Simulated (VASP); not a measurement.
# PtSe2 (P-3m1) in VASP: further runs

One crystal, PtSe2, is run at these levels: r2SCAN; tasks: single point.

All numbers are computed with VASP 6.6.1; they aren't measurements. Logs are shortened: lines on timing, memory, paths and dates and some standing lists are left out, and cuts for length are marked.

## 1. The structure

It takes space group P-3m1 (No. 164, trigonal). Conventional cell: a = 3.717 Å, b = 3.717 Å, c = 5.820 Å, α = 90.00°, β = 90.00°, γ = 120.00°. Pt (site symmetry -3m) has 6 Se at 2.52 Å as nearest neighbours. Se (site symmetry 3m) has 3 Pt at 2.52 Å as nearest neighbours.

The cell is a database's computed one.

## 2. Single point, r2SCAN

POSCAR

```
PtSe2
1.0
    3.7173065480      0.0000000000      0.0000000000
   -1.8586532740      3.2192819042      0.0000000000
    0.0000000000      0.0000000000      5.8200740200
Pt Se
1 2
Direct
    0.0000000000      0.0000000000      0.0000000000
    0.6666666700      0.3333333300      0.7746118400
    0.3333333300      0.6666666700      0.2253881600
```

INCAR.step1

```
SYSTEM = PtSe2
ALGO = Normal
EDIFF = 1E-4
ENCUT = 520
GGA = PE
ISMEAR = 0
LASPH = .True.
LCHARG = .False.
LREAL = .False.
LWAVE = .True.
NBANDS = 18
NELM = 100
PREC = Accurate
SIGMA = 0.1
```

INCAR.step2

```
SYSTEM = PtSe2
ALGO = Normal
EDIFF = 1E-6
ENCUT = 520
ISIF = 2
ISMEAR = 0
ISTART = 1
LASPH = .True.
LCHARG = .False.
LMIXTAU = .True.
LREAL = .False.
LWAVE = .False.
METAGGA = R2SCAN
NBANDS = 18
NELM = 100
PREC = Accurate
SIGMA = 0.1
```

KPOINTS

```
k-points
0
Gamma
  6 6 4
  0 0 0
```

Potentials or basis: VASP PAW PBE potentials, release 64 (Pt, Se).

Command:

```
cat potpaw_PBE.64/Pt/POTCAR potpaw_PBE.64/Se/POTCAR > POTCAR
cp INCAR.step1 INCAR
mpirun -np 1 vasp_std > vasp.out
cp INCAR.step2 INCAR
mpirun -np 1 vasp_std > vasp.out
```

OUTCAR:

```text
SYSTEM = PtSe2
   EDIFF = 1E-6
   ENCUT = 520
   ISIF = 2
   ISMEAR = 0
   ISTART = 1
   LASPH = .True.
   LREAL = .False.
   METAGGA = R2SCAN
   NELM = 100
   PREC = Accurate

 ion  position               nearest neighbor table
   1  0.000  0.000  0.000-   2 2.52   3 2.52   3 2.52   2 2.52   2 2.52   3 2.52
   2  0.667  0.333  0.775-   1 2.52   1 2.52   1 2.52
   3  0.333  0.667  0.225-   1 2.52   1 2.52   1 2.52

  LATTYP: Found a hexagonal cell.
 ALAT       =     3.7173065480
 C/A-ratio  =     1.5656696441

  Lattice vectors:

 A1 = (   3.7173065480,   0.0000000000,   0.0000000000)
 A2 = (  -1.8586532740,   3.2192819042,   0.0000000000)
 A3 = (   0.0000000000,   0.0000000000,   5.8200740200)

Analysis of symmetry for initial positions (statically):
=====================================================================
 Subroutine PRICEL returns:
 Original cell was already a primitive cell.

 Routine SETGRP: Setting up the symmetry group for a
 hexagonal supercell.

 Subroutine GETGRP returns: Found 12 space group operations
 (whereof 12 operations were pure point group operations)
 out of a pool of 24 trial point group operations.

The static configuration has the point symmetry D_3d.

Analysis of symmetry for dynamics (positions and initial velocities):
=====================================================================
 Subroutine PRICEL returns:
 Original cell was already a primitive cell.

 Routine SETGRP: Setting up the symmetry group for a
 hexagonal supercell.

 Subroutine GETGRP returns: Found 12 space group operations
 (whereof 12 operations were pure point group operations)
 out of a pool of 24 trial point group operations.

The dynamic configuration has the point symmetry D_3d.

 Subroutine INISYM returns: Found 12 space group operations
 (whereof 12 operations are pure point group operations),
 and found     1 'primitive' translations

----------------------------------------------------------------------------------------

                                     Primitive cell

  volume of cell :      69.6492

  direct lattice vectors                    reciprocal lattice vectors
     3.717306548  0.000000000  0.000000000     0.269011981  0.155314140  0.000000000
    -1.858653274  3.219281904  0.000000000     0.000000000  0.310628280  0.000000000
     0.000000000  0.000000000  5.820074020     0.000000000  0.000000000  0.171819121

  length of vectors
     3.717306548  3.717306548  5.820074020     0.310628280  0.310628280  0.171819121

  position of ions in fractional coordinates (direct lattice)
     0.000000000  0.000000000  0.000000000
     0.666666670  0.333333330  0.774611840
     0.333333330  0.666666670  0.225388160

  ion indices of the primitive-cell ions
   primitive index   ion index
                 1           1
                 2           2
                 3           3

----------------------------------------------------------------------------------------

 KPOINTS: k-points

Automatic generation of k-mesh.
 Grid dimensions read from file:
 generate k-points for:    6    6    4

 Generating k-lattice:

  Cartesian coordinates                     Fractional coordinates (reciprocal lattice)
     0.044835330  0.025885690  0.000000000     0.166666667  0.000000000  0.000000000
     0.000000000  0.051771380  0.000000000     0.000000000  0.166666667  0.000000000
     0.000000000  0.000000000  0.042954780     0.000000000  0.000000000  0.250000000

  Length of vectors
     0.051771380  0.051771380  0.042954780

  Shift w.r.t. Gamma in fractional coordinates (k-lattice)
     0.000000000  0.000000000  0.000000000

 Subroutine IBZKPT returns following result:
 ===========================================

 Found     24 irreducible k-points:

 Following reciprocal coordinates:
            Coordinates               Weight
  0.000000  0.000000  0.000000      1.000000
  0.166667  0.000000  0.000000      6.000000
  0.333333  0.000000  0.000000      6.000000
  0.500000 -0.000000  0.000000      3.000000
  0.166667  0.166667  0.000000      6.000000
  0.333333  0.166667  0.000000     12.000000
[... 16 lines left out ...]
  0.333333  0.166667  0.500000     12.000000
  0.333333  0.333333  0.500000      2.000000
   k-points           NKPTS =     24   k-points in BZ     NKDIM =     24   number of bands    NBANDS=     18
   number of dos      NEDOS =    301   number of ions     NIONS =      3
   total plane-waves  NPLWV =  37632
   dimension x,y,z NGX =    28 NGY =   28 NGZ =   48
   dimension x,y,z NGXF=    56 NGYF=   56 NGZF=   96
   ions per type =               1   2
   NGX,Y,Z   is equivalent  to a cutoff of  12.52, 12.52, 13.71 a.u.
   NGXF,Y,Z  is equivalent  to a cutoff of  25.04, 25.04, 27.42 a.u.
 SYSTEM =  PtSe2
   PREC   = accura    normal or accurate (medium, high low for compatibility)
   ISTART =      1    job   : 0-new  1-cont  2-samecut
   ICHARG =      0    charge: 1-file 2-atom 10-const
   ISPIN  =      1    spin polarized calculation?
   LNONCOLLINEAR =      F non collinear calculations
   LSORBIT =      F    spin-orbit coupling
   LASPH  =      T    aspherical Exc in radial PAW
   ENCUT  =  520.0 eV  38.22 Ry    6.18 a.u.   6.91  6.91 10.82*2*pi/ulx,y,z
   NELM   =    100;   NELMIN=  2; NELMDL=  0     # of ELM steps
   EDIFF  = 0.1E-05   stopping-criterion for ELM
   LREAL  =      F    real-space projection
   EDIFFG = 0.1E-04   stopping-criterion for IOM
   NSW    =      0    number of steps for IOM
   IBRION =     -1    ionic relax: 0-MD 1-quasi-New 2-CG
   NFREE  =      0    steps in history (QN), initial steepest desc. (CG)
   ISIF   =      2    stress and relaxation
   ISYM   =      2    0-nonsym 1-usesym 2-fastsym
   POTIM  = 0.5000    time-step for ionic-motion
   TEBEG  =    0.0;   TEEND  =   0.0 temperature during run
   PSTRESS=    0.0 pullay stress
   NELECT =      22.0000    total number of electrons
   NUPDOWN=      -1.0000    fix difference up-down
   EMIN   =  10.00;   EMAX   =-10.00  energy-range for DOS
   EFERMI =   0.00;   METHOD = LEGACY
   ISMEAR =     0;   SIGMA  =   0.10  broadening in eV -4-tet -1-fermi 0-gaus
   EFERMI_NEDOS =   21; number of points for ismear=-14 and -15
   IALGO  =     38    algorithm
   IMIX   =      4    mixing-type and parameters
     AMIX     =   0.40;   BMIX     =  1.00
     AMIX_MAG =   1.60;   BMIX_MAG =  1.00
  volume/ion in A,a.u.               =      23.22       156.67
  Fermi-wavevector in a.u.,A,eV,Ry     =   1.114920  2.106894 16.912680  1.243047
  Thomas-Fermi vector in A             =   2.251520
   LORBIT       =      0    0 simple, 1 ext, 2 COOP (PROOUT), +10 PAW based schemes
   METAGGA = R2SCAN    functional components
   LHFCALC =     F    Hartree Fock is set to
   AEXX    =    0.0000 exact exchange contribution
   IVDW    =     0    specifies the selected vdW correction
   LEPSILON=     F    determine dielectric tensor
   LRPA    =     F    only Hartree local field effects (RPA)
 non-spin polarized calculation
 Gauss-broadening in eV      SIGMA  =   0.10
  energy-cutoff  :      520.00
  volume of cell :       69.65
 maximum number of plane-waves:      1886
   NGX = 13   NGY = 13   NGZ = 21

 number of electron      21.9999998 magnetization

 Free energy of the ion-electron system (eV)
  ---------------------------------------------------
  ext. energy  EPLUGINS =         0.00000000
  ---------------------------------------------------
  free energy    TOTEN  =       -81.49691981 eV

  energy without entropy =      -81.49691981  energy(sigma->0) =      -81.49691981

 E-fermi :   4.7207     XC(G=0): -10.3846

 val. band max:        4.2948474291   @ k =   0.0000   0.0000   0.0000
 cond. band min:       5.1866983395   @ k =   0.3333   0.3333   0.0000
 fundamental gap:      0.8918509104
 Fermi energy:         4.7207259550

 k-point     1 :       0.0000    0.0000    0.0000
  band No.  band energies     occupation
      1     -10.9748      2.00000
      2      -8.8258      2.00000
      3      -2.0460      2.00000
      4      -1.6102      2.00000
      5      -1.6102      2.00000
      6       0.6925      2.00000
[... 10 lines left out ...]
     17      12.6738      0.00000
     18      15.5503      0.00000

 k-point     2 :       0.1667    0.0000    0.0000
  band No.  band energies     occupation
      1     -10.6691      2.00000
      2      -8.8790      2.00000
      3      -1.7300      2.00000
      4      -1.5145      2.00000
      5      -1.4301      2.00000
      6       0.2166      2.00000
[... 10 lines left out ...]
     17      13.6380      0.00000
     18      14.3315      0.00000

 k-point     3 :       0.3333    0.0000    0.0000
  band No.  band energies     occupation
      1      -9.9208      2.00000
      2      -9.0115      2.00000
      3      -1.8268      2.00000
      4      -1.1511      2.00000
      5      -0.8815      2.00000
      6      -0.5908      2.00000
[... 10 lines left out ...]
     17      13.6454      0.00000
     18      14.4654      0.00000

 k-point     4 :       0.5000   -0.0000    0.0000
  band No.  band energies     occupation
      1      -9.3356      2.00000
      2      -9.1989      2.00000
      3      -2.5904      2.00000
      4      -1.1055      2.00000
      5      -0.4875      2.00000
      6       0.0911      2.00000
[... 10 lines left out ...]
     17      13.1690      0.00000
     18      15.3931      0.00000

 k-point     5 :       0.1667    0.1667    0.0000
  band No.  band energies     occupation
      1     -10.1369      2.00000
      2      -8.9672      2.00000
      3      -1.3425      2.00000
      4      -1.3202      2.00000
      5      -1.2007      2.00000
      6      -0.3155      2.00000
[... 10 lines left out ...]
     17      13.3905      0.00000
     18      13.6183      0.00000

 k-point     6 :       0.3333    0.1667    0.0000
  band No.  band energies     occupation
      1      -9.4371      2.00000
      2      -9.0988      2.00000
      3      -2.1361      2.00000
      4      -1.2585      2.00000
      5      -0.6127      2.00000
      6      -0.1590      2.00000
[... 10 lines left out ...]
     17      13.8550      0.00000
     18      14.7472      0.00000

 k-point     7 :       0.3333    0.3333    0.0000
  band No.  band energies     occupation
      1      -9.1520      2.00000
      2      -9.1520      2.00000
      3      -1.8758      2.00000
      4      -1.3338      2.00000
      5      -1.3338      2.00000
      6       0.0595      2.00000
[... 10 lines left out ...]
     17      14.2885      0.00000
     18      15.0449      0.00000

 k-point     8 :       0.0000    0.0000    0.2500
  band No.  band energies     occupation
      1     -10.8929      2.00000
      2      -9.0004      2.00000
      3      -1.6627      2.00000
      4      -1.6042      2.00000
      5      -1.6042      2.00000
      6       0.6895      2.00000
[... 10 lines left out ...]
     17      12.5675      0.00000
     18      14.4158      0.00000
[... 229 lines left out ...]
     17      13.4106      0.00000
     18      13.5905      0.00000

 k-point    20 :       0.3333    0.0000    0.5000
  band No.  band energies     occupation
      1      -9.7893      2.00000
      2      -9.1654      2.00000
      3      -1.9857      2.00000
      4      -1.2145      2.00000
      5      -1.1802      2.00000
      6      -0.1083      2.00000
[... 10 lines left out ...]
     17      14.3014      0.00000
     18      14.9845      0.00000

 k-point    21 :       0.5000   -0.0000    0.5000
  band No.  band energies     occupation
      1      -9.4017      2.00000
      2      -9.1035      2.00000
      3      -2.7072      2.00000
      4      -1.1579      2.00000
      5      -0.5062      2.00000
      6      -0.3587      2.00000
[... 10 lines left out ...]
     17      14.0008      0.00000
     18      14.9012      0.00000

 k-point    22 :       0.1667    0.1667    0.5000
  band No.  band energies     occupation
      1      -9.9817      2.00000
      2      -9.1737      2.00000
      3      -1.6968      2.00000
      4      -1.4064      2.00000
      5      -0.8394      2.00000
      6      -0.0500      2.00000
[... 10 lines left out ...]
     17      13.5264      0.00000
     18      13.5869      0.00000

 k-point    23 :       0.3333    0.1667    0.5000
  band No.  band energies     occupation
      1      -9.3748      2.00000
      2      -9.1498      2.00000
      3      -2.2217      2.00000
      4      -1.3730      2.00000
      5      -0.7118      2.00000
      6       0.0164      2.00000
[... 10 lines left out ...]
     17      13.2809      0.00000
     18      14.5544      0.00000

 k-point    24 :       0.3333    0.3333    0.5000
  band No.  band energies     occupation
      1      -9.1470      2.00000
      2      -9.1470      2.00000
      3      -1.6840      2.00000
      4      -1.4332      2.00000
      5      -1.4332      2.00000
      6       0.1649      2.00000
[... 10 lines left out ...]
     17      12.5421      0.00000
     18      15.4107      0.00000

------------------------ aborting loop because EDIFF is reached ----------------------------------------

  FORCE on cell =-STRESS in cart. coord.  units (eV):
  Direction    XX          YY          ZZ          XY          YZ          ZX
  --------------------------------------------------------------------------------------
  -------------------------------------------------------------------------------------
  Total        0.0482410      0.0482410     -0.0157298      0.0000000      0.0000000      0.0000000
  in kB        1.1097136      1.1097136     -0.3618412      0.0000000      0.0000000      0.0000000
  external PRESSURE =       0.6191953 kB  Pullay stress =       0.0000000 kB

 VOLUME and BASIS-vectors are now :
 -----------------------------------------------------------------------------
  energy-cutoff  :      520.00
  volume of cell :       69.65
      direct lattice vectors                 reciprocal lattice vectors
     3.717306548  0.000000000  0.000000000     0.269011981  0.155314140  0.000000000
    -1.858653274  3.219281904  0.000000000     0.000000000  0.310628280  0.000000000
     0.000000000  0.000000000  5.820074020     0.000000000  0.000000000  0.171819121

 POSITION                                       TOTAL-FORCE (eV/Angst)
 -----------------------------------------------------------------------------------
      0.00000      0.00000      0.00000        -0.000000      0.000000      0.000000
      1.85865      1.07309      4.50830        -0.000000      0.000000     -0.002227
     -0.00000      2.14619      1.31178         0.000000      0.000000      0.002227
 -----------------------------------------------------------------------------------
    total drift:                               -0.000000     -0.000000      0.000000

  FREE ENERGIE OF THE ION-ELECTRON SYSTEM (eV)
  ---------------------------------------------------
  free  energy   TOTEN  =       -81.4969198126 eV

  energy  without entropy=      -81.4969198126  energy(sigma->0) =      -81.49691981
```

It took 62 s on 1 thread of Intel Xeon 6975P-C (Granite Rapids), shared host; peak memory 0.2 GiB.

What came out:

| Property | Result |
| --- | --- |
| Free energy | -81.4969 eV |
| Pressure | 0.1 GPa |
| Band gap on the k mesh | 0.89 eV, indirect (least direct gap 1.38 eV) |

Forces on the atoms (eV/Å):
```
Pt   0.000  0.000  0.000
Se   0.000  0.000 -0.002
Se   0.000  0.000  0.002
```

Levels at points of the mesh, in eV from the valence-band top:
| k point | band 9 | band 10 | band 11 | band 12 | band 13 | band 14 |
| --- | --- | --- | --- | --- | --- | --- |
| (0.00, 0.00, 0.00) | -0.58 | -0.58 | 0.00 | 2.41 | 2.41 | 4.84 |
| (0.50, 0.00, 0.00) | -2.67 | -2.61 | -2.56 | 1.61 | 2.53 | 5.03 |
| (0.00, 0.00, 0.50) | -1.52 | -0.70 | -0.70 | 2.67 | 2.67 | 5.61 |
| (0.50, 0.00, 0.50) | -2.73 | -2.40 | -1.49 | 2.03 | 2.14 | 4.62 |

Caveat: the PAW data sets were made with another functional, which shifts forces and pressure a little; spin-orbit coupling is left out, which moves the levels of the heavy elements.

(Part 1 of 2 ends here.)
